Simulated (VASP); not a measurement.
## ZnO in VASP 6.6.1, single-point calculation

INCAR

```
NSW = 0
LASPH = .TRUE.
ENCUT = 520
METAGGA = R2SCAN
EDIFF = 1E-7
NBANDS = 26
ALGO = Normal
LWAVE = .FALSE.
LREAL = .FALSE.
SIGMA = 0.01
PREC = Accurate
BMIX = 0.0001
IMIX = 1
NELM = 95
AMIX = 3
ISMEAR = 0
LCHARG = .FALSE.
IBRION = -1
ISIF = 2
```

KPOINTS

```
KPOINTS created by Atomic Simulation Environment
0
Gamma
12 12 6
0 0 0
```

POSCAR

```
Zn O
 1.0000000000000000
     3.0965303281941310    0.0000000000000000    0.0000000000000000
    -1.5482651640970655    2.6816739278050825    0.0000000000000000
     0.0000000000000000    0.0000000000000000    5.0293051975000003
 Zn  O
   2   2
Cartesian
  0.0000000000000000  0.0000000000000000  0.0000000000000000
  0.0000000000000000  0.0000000000000000  2.5146525987500001
  0.0000000000000000  1.7877826185367218  1.2573262993750001
  1.5482651640970657  0.8938913092683609  3.7719788981250000
```

The recommended PBE PAW datasets give the neutral cell 36 valence electrons.

Command

```
mpirun -np 1 vasp_std
```

OSZICAR

```
N       E                     dE             d eps       ncg     rms          rms(c)
DAV:   1     0.265765606727E+03    0.26577E+03   -0.18998E+04  4096   0.214E+03
DAV:   2    -0.154902904682E+02   -0.28126E+03   -0.26278E+03  4216   0.420E+02
DAV:   3    -0.445858667313E+02   -0.29096E+02   -0.28676E+02  4286   0.136E+02
DAV:   4    -0.451338252227E+02   -0.54796E+00   -0.54665E+00  4318   0.189E+01
DAV:   5    -0.451361898628E+02   -0.23646E-02   -0.23646E-02  4134   0.128E+00    0.119E+01
DAV:   6    -0.174569147490E+03   -0.12943E+03   -0.29099E+02  5086   0.555E+02    0.679E+01
DAV:   7    -0.631874489491E+04   -0.61442E+04   -0.31944E+04  7022   0.132E+03    0.350E+02
```

Standard output (part)

```
POSCAR found type information on POSCAR ZnO
 POSCAR found :  2 types and       4 ions
 LDA part: xc-table for (None), standard interpolation
 POSCAR, INCAR and KPOINTS ok, starting setup
 WAVECAR not read
 entering main loop
|     EEEEEEE  RRRRRR   RRRRRR   OOOOOOO  RRRRRR      ###     ###     ###     |
|     E        R     R  R     R  O     O  R     R     ###     ###     ###     |
|     E        R     R  R     R  O     O  R     R     ###     ###     ###     |
|     EEEEE    RRRRRR   RRRRRR   O     O  RRRRRR       #       #       #      |
|     E        R    R   R    R   O     O  R    R      ###     ###     ###     |
|     EEEEEEE  R     R  R     R  OOOOOOO  R     R     ###     ###     ###     |
|     ERROR FEXCP: supplied Exchange-correletion table                        |
|      is too small, maximal index : 4464                                     |
|       ---->  I REFUSE TO CONTINUE WITH THIS SICK JOB ... BYE!!! <----       |
```

VASP stopped with an error.

Find the fault in these files.

Mixing far too strong. VASP stopped with an error.
